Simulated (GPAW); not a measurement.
# C (R-3m) in GPAW: further runs

The runs below take C through equation of state, Fermi surface, with LDA, vdW-DF2.

All numbers are computed with GPAW 26.7.0; they aren't measurements. Logs are shortened: lines on timing, memory, paths and dates and some standing lists are left out, and cuts for length are marked. The log counts tension as positive stress, the text compression.

**1. The crystal as given**

Symmetry: R-3m, No. 166, trigonal system. The conventional cell has a = 2.466 Å, b = 2.466 Å, c = 24.848 Å, α = 90.00°, β = 90.00°, γ = 120.00°. C (site symmetry 3m) is surrounded by 3 C at 1.42 Å. C (site symmetry 3m) is surrounded by 3 C at 1.42 Å.

This isn't the form of C at room conditions, which is graphite.

**2. Equation of state, LDA**

run.py reads:

```python
from ase import Atoms
from ase.eos import EquationOfState
from ase.io import Trajectory
from ase.units import GPa
from ase.parallel import parprint
from gpaw import GPAW, PW

atoms = Atoms(['C', 'C', 'C', 'C'],
              cell=[[1.2331880975, 0.7119814801, 8.2826151019],
                    [-1.2331880975, 0.7119814801, 8.2826151019],
                    [0.0, -1.4239629601, 8.2826151019]],
              scaled_positions=[[0.08717308, 0.08717308, 0.08717308],
                                [0.75385006, 0.75385006, 0.75385006],
                                [0.24614994, 0.24614994, 0.24614994],
                                [0.91282692, 0.91282692, 0.91282692]],
              pbc=True)

traj = Trajectory('eos.traj', 'w')
volumes, energies = [], []
for x in [0.94, 0.96, 0.98, 1.0, 1.02, 1.04, 1.06]:
    a = atoms.copy()
    a.set_cell(atoms.cell * x**(1 / 3), scale_atoms=True)
    calc = GPAW(mode=PW(800),
                xc='LDA',
                kpts={'size': (8, 8, 8), 'gamma': True},
                occupations={'name': 'fermi-dirac', 'width': 0.05},
                nbands=18,
                convergence={'density': 1e-05, 'energy': 1e-05},
                maxiter=150,
                txt=f'eos-{x:.2f}.txt')
    a.calc = calc
    energies.append(a.get_potential_energy(force_consistent=True))
    volumes.append(a.get_volume())
    p = -a.get_stress()[:3].mean() / GPa
    calc.write(f'eos-{x:.2f}.gpw')
    traj.write(a)
    parprint(f'{x:.2f} {volumes[-1]:10.4f} A^3 {energies[-1]:14.6f} eV {p:9.3f} GPa', flush=True)

v0, e0, B = EquationOfState(volumes, energies, eos='birchmurnaghan').fit()
parprint(f'V0 = {v0:.4f} A^3, E0 = {e0:.6f} eV, B0 = {B / GPa:.2f} GPa')
```

Potentials or basis: the program's PAW data sets (release 1.2.1) made for this functional, pw.

Launch:

```bash
> OMP_NUM_THREADS=1 mpirun -n 4 gpaw python run.py
```

Log:

```text
__  _  _
 | _ |_)|_||  |
 |__||  | ||/\| - 26.7.0

Input parameters:
  mode=PW(ecut=800.0),
  convergence={'density': 1e-05, 'energy': 1e-05},
  kpts=MonkhorstPack(size=(8, 8, 8), gamma=True),
  maxiter=150,
  nbands=18,
  occupations=Occupations(name='fermi-dirac', width=0.05),
  xc=XC(name='LDA')

Diagonalizing LCAO Hamiltonian
Converting LCAO to pw mode

       C

       C

       C

       C

Atoms  # Å, Bohr magnetons
|   | symbol |         x |        y |         z |    initial magnetic moments |
|---|--------|-----------|----------|-----------|-----------------------------|
| 0 |      C | -0.000000 | 0.000000 |  2.121845 | ( 0.0000,  0.0000,  0.0000) |
| 1 |      C | -0.000000 | 0.000000 | 18.349166 | ( 0.0000,  0.0000,  0.0000) |
| 2 |      C | -0.000000 | 0.000000 |  5.991438 | ( 0.0000,  0.0000,  0.0000) |
| 3 |      C | -0.000000 | 0.000000 | 22.218759 | ( 0.0000,  0.0000,  0.0000) |

Unit cell  # Å
| periodic |         x |         y |        z |  lengths |    angles |
|----------|-----------|-----------|----------|----------|-----------|
|      yes |  1.208014 |  0.697447 | 8.113535 | 8.232568 | 16.875638 |
|      yes | -1.208014 |  0.697447 | 8.113535 | 8.232568 | 16.875638 |
|      yes |  0.000000 | -1.394894 | 8.113535 | 8.232568 | 16.875638 |

Number of symmetries: 12
Symmetry operations  # r_c * U_cc + t_c -> r_c
|    | kind |            matrix            |
|----|------|------------------------------|
|  0 |  E   |  1, 0, 0,  0, 1, 0,  0, 0, 1 |
|  1 |  σ   |  1, 0, 0,  0, 0, 1,  0, 1, 0 |
|  2 |  σ   |  0, 1, 0,  1, 0, 0,  0, 0, 1 |
|  3 |  C3  |  0, 1, 0,  0, 0, 1,  1, 0, 0 |
|  4 |  C3  |  0, 0, 1,  1, 0, 0,  0, 1, 0 |
|  5 |  σ   |  0, 0, 1,  0, 1, 0,  1, 0, 0 |
|  6 |  C2  |  0, 0,-1,  0,-1, 0, -1, 0, 0 |
|  7 |  S6  |  0, 0,-1, -1, 0, 0,  0,-1, 0 |
|  8 |  S6  |  0,-1, 0,  0, 0,-1, -1, 0, 0 |
|  9 |  C2  |  0,-1, 0, -1, 0, 0,  0, 0,-1 |
| 10 |  C2  | -1, 0, 0,  0, 0,-1,  0,-1, 0 |
| 11 |  i   | -1, 0, 0,  0,-1, 0,  0, 0,-1 |

BZ-sampling:
  Number of BZ points: 512
  Number of IBZ points: 65

  Monkhorst-Pack size: [8, 8, 8]
  Monkhorst-Pack shift: [0.0625, 0.0625, 0.0625]

K-points  # in reciprocal-cell coordinates
|     |                                coordinates |     weight |
|-----|--------------------------------------------|------------|
|   0 | (  0.00000000,   0.00000000,   0.00000000) | 0.00195312 |
|   1 | (  0.12500000,   0.00000000,  -0.12500000) | 0.01171875 |
|   2 | (  0.12500000,   0.00000000,   0.00000000) | 0.01171875 |
|   3 | (  0.12500000,   0.12500000,  -0.12500000) | 0.01171875 |
|   4 | (  0.12500000,   0.12500000,   0.00000000) | 0.01171875 |
|   5 | (  0.12500000,   0.12500000,   0.12500000) | 0.00390625 |
|   6 | (  0.25000000,  -0.12500000,  -0.12500000) | 0.01171875 |
|   7 | (  0.25000000,   0.00000000,  -0.25000000) | 0.01171875 |
|   8 | (  0.25000000,   0.00000000,  -0.12500000) | 0.02343750 |
|   9 | (  0.25000000,   0.00000000,   0.00000000) | 0.01171875 |
| ... |                                            |            |
|  64 | (  0.50000000,   0.50000000,   0.50000000) | 0.00195312 |

Plane wave coefficients: 2144
Cutoff: 800.0 eV

Spin-components: 1 (collinear spins)
Bands:           18
Projectors:      20
Spin-degeneracy: 2
Datatype:        complex128

Parallelization:
  kpt:    4
  domain: 1
  band:   1

Density:
  Valence electrons: 16.0
  Components: 1
  Grid points: [54 54 54]
  Charge: 0.0  # |e|

Potential:
  Grid points: [54 54 54]

species:
  C:
    name:    Carbon
    Z:       6.0
    valence: 4
    core:    2
    charge:  0.0  # [|e|]
    compensation charges:
      type: gauss
      rc: 0.20  # [Å]
      lmax: 2
    cutoffs:
      filter: 1.14  # [Å]
      core: 1.14  # [Å]
    projectors
    | kind |    occ | energy [eV] | rcut [Å] |
    |------|--------|-------------|----------|
    |   2s |  2.000 |     -13.639 |    0.635 |
    |   2p |  2.000 |      -5.414 |    0.635 |
    |    s |        |      13.573 |    0.635 |
    |    p |        |      21.797 |    0.635 |
    |    d |        |       0.000 |    0.635 |

    Using partial waves for C as LCAO basis

Reference energy: -4075.210151  # eV

eigensolver:
  PPCG
  Converge bands: occupied
  niter=2

density mixing:
  MSR1-Mixer
  Pratt-step length: 0.05
  Maximum mixing coefficient: 0.75
  Old densities: 10
  SVD Regularization: 0.005
  Good broyden scale: 1.0
  Trust region scale: 1.0
  Backstep threshold: 4.0
  History deletion threshold: 6.0
  Fourier metric: weight=20.0, sigma=0.015

occupation numbers:
  Fermi-Dirac:
    width: 0.0500  # eV

poisson solver:
  ecut: 6400.0  # eV

xc functional:
  name: None

convergence criteria:
[... 6 lines left out ...]
|iter     | |      energy | eigst |  dens |
|---------|-|-------------|-------|-------|
|iter:   1| |  -43.218377 | +0.71 |       |
|iter:   2| |  -42.851433 | -1.31 | -0.71 |
|iter:   3| |  -40.417464 | -0.74 | -0.74 |
|iter:   4| |  -40.427613 | -2.58 | -1.62 |
|iter:   5| |  -40.430460 | -3.81 | -1.97 |
|iter:   6| |  -40.430464 | -5.66 | -3.26 |
|iter:   7| |  -40.430462c| -6.44 | -3.58 |
|iter:   8| |  -40.430462c| -7.44c| -3.90 |
|iter:   9| |  -40.430462c| -7.92c| -4.83 |
|iter:  10| |  -40.430462c| -8.70c| -5.52c|

Converged in 10 steps
Energy contributions relative to reference atoms: (reference = -4075.210151)

Energy contributions:
  Kinetic:          47.900974
  Coulomb:         -46.196778
  Zero:              0.083790
  External:          0.000000
  Xc:              -42.218448
  Entropy:          -0.000000
  Spinorbit:         0.000000
  ----------------------------
  Free energy:     -40.430462
  Extrapolated:    -40.430462

dipole moment: (0.000000, -0.000000, 0.000024)  # |e|*Ang

Fermi level: 4.451
Eigenvalues  # (at kpt = [0.000, 0.000, 0.000])
| band index |      eig [eV] | occ [0-2] |
|------------|---------------|-----------|
|          0 |       -15.332 |     2.000 |
|          1 |       -15.265 |     2.000 |
|          2 |        -3.917 |     2.000 |
|          3 |        -3.201 |     2.000 |
|          4 |         1.486 |     2.000 |
|          5 |         1.486 |     2.000 |
[... 8 lines left out ...]
|         14 |        15.541 |     0.000 |
|         15 |        16.553 |     0.000 |
|        ... |               |           |
|         17 |        18.666 |     0.000 |

Gap: 1.727 eV
Transition (v -> c):
  (s=0, k=45, n=7, [0.50, 0.12, -0.12]) -> (s=0, k=45, n=8, [0.50, 0.12, -0.12])
No difference between direct/indirect transitions

Stress tensor  # eV/Ang^3
|         x |         y |        z |
|-----------|-----------|----------|
| -0.084594 | -0.000000 | 0.000000 |
| -0.000000 | -0.084594 | 0.000000 |
|  0.000000 |  0.000000 | 0.008608 |

# Writing to eos-0.94.gpw (mode='')
```

Wall time 8.6 min (4 MPI ranks of Arm Neoverse V2, shared host); peak memory 0.95 GiB.

What came out:

* Equilibrium volume: 10.63 Å³/atom
* Bulk modulus at fixed shape and positions: 236 GPa
* Pressure derivative of the bulk modulus: 3.6

Energy against volume, from the lowest point:
```tsv
volume (Å³/atom)	energy (meV/atom)
10.254	10.08
10.472	1.52
10.690	0.00
10.908	4.93
11.126	15.74
11.345	31.90
11.563	52.91
```

Caveat: the k mesh is coarse (spacing up to 0.37 Å⁻¹), so the values aren't converged; the cell was scaled at fixed shape and fractional positions, which overstates the stiffness of a crystal with free parameters, most of all of layers and chains; the program warned that so skewed a cell can give wrong results.

**3. Fermi surface, vdW-DF2**

run.py reads:

```python
import json
import numpy as np
from ase.dft.bandgap import bandgap
from ase.io import read, write
from gpaw import GPAW, PW

atoms = read('POSCAR')

calc = GPAW(mode=PW(800),
            xc={'name': 'vdW-DF2', 'backend': 'libvdwxc'},
            kpts={'size': (12, 12, 12), 'gamma': True},
            occupations={'name': 'fermi-dirac', 'width': 0.05},
            nbands=18,
            convergence={'density': 1e-05, 'energy': 1e-05},
            maxiter=150,
            txt='gpaw.txt')
atoms.calc = calc
energy = atoms.get_potential_energy()
forces = atoms.get_forces()
calc.write('gs.gpw')
write('result.traj', atoms)
print(f'Energy: {energy:.6f} eV')
print('Forces (eV/A):')
print(forces.round(4))
print('Fermi level:', round(calc.get_fermi_level(), 4), 'eV')
print(f'Gap: {bandgap(calc)[0]:.4f} eV, direct: {bandgap(calc, direct=True)[0]:.4f} eV')

size = (18, 18, 18)
dense = calc.fixed_density(kpts={'size': size, 'gamma': True}, update_fermi_level=True,
                           convergence={'bands': 'CBM+2.0', 'eigenstates': 1e-7}, txt='dense.txt')
ef = dense.get_fermi_level()
index = np.round(dense.get_bz_k_points() * size).astype(int) % size
recip = 2 * np.pi * atoms.cell.reciprocal()
sheets = []
for s, e_kn in enumerate(dense.eigenvalues()):
    for n in range(e_kn.shape[1] - 2):
        if e_kn[:, n].min() < ef < e_kn[:, n].max():
            e = np.empty(size)
            e[tuple(index.T)] = e_kn[dense.get_bz_to_ibz_map(), n] - ef
            de = np.array([(np.roll(e, -1, c) - np.roll(e, 1, c)) * size[c] / 2 for c in range(3)])
            v = np.linalg.norm(np.einsum('vc,cxyz->vxyz', np.linalg.inv(recip), de), axis=0)
            w = np.exp(-(e / 0.1)**2) / (0.1 * np.pi**0.5)
            sheets.append({'spin': s, 'band': n, 'filled': (e < 0).mean(), 'dos': w.mean(), 'bottom': e.min(), 'top': e.max(),
                           'velocity': (w * v).sum() / w.sum() * 1.519267e5, 'slice': e[:, :, 0].round(3).tolist()})
            print(f'spin {s} band {n}: filled share {sheets[-1]["filled"]:.3f}, from {e.min():.3f} to {e.max():.3f} eV,',
                  f'{w.mean():.3f} states/eV, mean velocity {sheets[-1]["velocity"]:.3e} m/s')
print('Fermi level on the dense mesh:', round(ef, 4), 'eV,', len(sheets), 'sheets')
json.dump({'ef': ef, 'sheets': sheets}, open('fermi.json', 'w'))
```

POSCAR reads:

```
C
1.0
    1.2331880975      0.7119814801      8.2826151019
   -1.2331880975      0.7119814801      8.2826151019
    0.0000000000     -1.4239629601      8.2826151019
C
4
Direct
    0.0871730800      0.0871730800      0.0871730800
    0.7538500600      0.7538500600      0.7538500600
    0.2461499400      0.2461499400      0.2461499400
    0.9128269200      0.9128269200      0.9128269200
```

Potentials or basis: GPAW PAW data sets (gpaw-data 1.2.1), pw.

Launch:

```bash
> OMP_NUM_THREADS=1 python run.py
```

gpaw.txt:

```text
__  _  _
 | _ |_)|_||  |
 |__||  | ||/\| - 26.7.0

Input parameters:
  mode=PW(ecut=800.0),
  convergence={'density': 1e-05, 'energy': 1e-05},
  kpts=MonkhorstPack(size=(12, 12, 12), gamma=True),
  maxiter=150,
  nbands=18,
  occupations=Occupations(name='fermi-dirac', width=0.05),
  xc=XC(name='vdW-DF2', backend='libvdwxc')

Diagonalizing LCAO Hamiltonian
Converting LCAO to pw mode

       C

       C

       C

       C

Atoms  # Å, Bohr magnetons
|   | symbol |         x |        y |         z |    initial magnetic moments |
|---|--------|-----------|----------|-----------|-----------------------------|
| 0 |      C | -0.000000 | 0.000000 |  2.166063 | ( 0.0000,  0.0000,  0.0000) |
| 1 |      C | -0.000000 | 0.000000 | 18.731550 | ( 0.0000,  0.0000,  0.0000) |
| 2 |      C | -0.000000 | 0.000000 |  6.116296 | ( 0.0000,  0.0000,  0.0000) |
| 3 |      C | -0.000000 | 0.000000 | 22.681782 | ( 0.0000,  0.0000,  0.0000) |

[... 145 lines left out ...]
|iter:   9| |  -69.633839c| -7.88c| -4.58 |
|iter:  10| |  -69.633839c| -7.53c| -4.90 |
|iter:  11| |  -69.633839c| -8.50c| -5.64c|

Converged in 11 steps
Energy contributions relative to reference atoms: (reference = -4110.512462)

Energy contributions:
  Kinetic:          46.467882
  Coulomb:         -46.452387
  Zero:              0.098376
  External:          0.000000
  Xc:              -69.746971
  Entropy:          -0.001477
  Spinorbit:         0.000000
  ----------------------------
  Free energy:     -69.634577
  Extrapolated:    -69.633839

dipole moment: (0.000000, -0.000000, 0.000023)  # |e|*Ang

Fermi level: 4.069
Eigenvalues  # (at kpt = [-0.000, -0.000, -0.000])
| band index |      eig [eV] | occ [0-2] |
|------------|---------------|-----------|
|          0 |       -15.297 |     2.000 |
|          1 |       -15.238 |     2.000 |
|          2 |        -3.827 |     2.000 |
|          3 |        -3.133 |     2.000 |
|          4 |         0.811 |     2.000 |
|          5 |         0.811 |     2.000 |
[... 8 lines left out ...]
|         14 |        14.656 |     0.000 |
|         15 |        15.232 |     0.000 |
|        ... |               |           |
|         17 |        16.517 |     0.000 |

Gap: 0.195 eV
Transition (v -> c):
  (s=0, k=150, n=7, [0.50, 0.17, -0.17]) -> (s=0, k=103, n=8, [0.42, 0.08, -0.25])
Direct/indirect transitions are different
Direct gap: 0.195 eV
Transition at: (s=0, k=103, n=7, [0.42, 0.08, -0.25])

Forces  # eV/Ang
|        x |        y |        z |
|----------|----------|----------|
| -0.00000 |  0.00000 |  0.00034 |  # C    0
|  0.00000 | -0.00000 | -0.00467 |  # C    1
| -0.00000 |  0.00000 |  0.00467 |  # C    2
|  0.00000 | -0.00000 | -0.00034 |  # C    3

# Writing to gs.gpw (mode='')
```

stdout:

```text
<dir> UserWarning: The angles between your unit-cell vectors are 16.9, 16.9 and 16.9 degrees.  Results may be wrong!  Please Niggli-reduce your unit-cell so that the angles are closer to 90 degrees:

  from ase.build import niggli_reduce
  niggli_reduce(atoms)

  warnings.warn(
Energy: -69.633839 eV
Forces (eV/A):
[[-0.      0.      0.0003]
 [ 0.     -0.     -0.0047]
 [-0.      0.      0.0047]
 [ 0.     -0.     -0.0003]]
Fermi level: 4.069 eV
Gap: 0.1953 eV, direct: 0.1953 eV
Fermi level on the dense mesh: 4.0689 eV, 0 sheets
```

dense.txt:

```text
Diagonalizing LCAO Hamiltonian
Converting LCAO to pw mode
convergence criteria:
- Maximum integral of absolute [eigenst]ate change: 1e-07 eV^2 / valence electron
maximum number of iterations: 150

SCF iterations
|iter     | |      energy | eigst |  dens |
|---------|-|-------------|-------|-------|
|iter:   1| |             | +0.44 |       |
|iter:   2| |             | -1.54 |       |
|iter:   3| |             | -3.37 |       |
|iter:   4| |             | -5.08 |       |
|iter:   5| |             | -6.62 |       |
|iter:   6| |             | -7.45c|       |
SCF steps: 6
  __  _  _
 | _ |_)|_||  |
 |__||  | ||/\| - 26.7.0

Input parameters:
  mode=PW(ecut=800.0),
  convergence={'bands': 'CBM+2.0', 'eigenstates': 1e-07},
  gpts=array([56, 56, 56]),
  kpts=MonkhorstPack(size=(18, 18, 18), gamma=True),
  maxiter=150,
  nbands=18,
  occupations=Occupations(name='fermi-dirac', width=0.05),
  xc=XC(name='vdW-DF2', backend='libvdwxc')
```

It took 18 min on 1 thread of Intel Xeon 6985P-C at 2.30GHz (Granite Rapids), shared host; peak memory 1.6 GiB.

What came out:

```
Free energy            : -69.6346 eV
Largest force          : 0.005 eV/Å
Band gap on the k mesh : 0.20 eV, direct
```

Forces in eV/Å, atoms in the order of the input:
```
C    0.000  0.000  0.000
C    0.000  0.000 -0.005
C    0.000  0.000  0.005
C    0.000  0.000  0.000
```

Levels at points of the mesh, in eV from the valence-band top:
```
           k point  band 6  band 7  band 8  band 9  band 10  band 11
(0.00, 0.00, 0.00)   -3.16   -3.16   -3.16    2.45     6.07     8.51
(0.50, 0.00, 0.00)   -6.41   -2.42   -2.07    1.52     2.03     7.72
(0.50, 0.50, 0.00)   -6.41   -2.35   -2.14    1.62     1.91     7.69
(0.50, 0.50, 0.50)   -3.16   -3.16   -3.16    3.57     4.21     8.51
```

Caveat: the PAW data sets were made with another functional, which shifts forces and pressure a little; the program warned that so skewed a cell can give wrong results. A k mesh can miss the band edges.
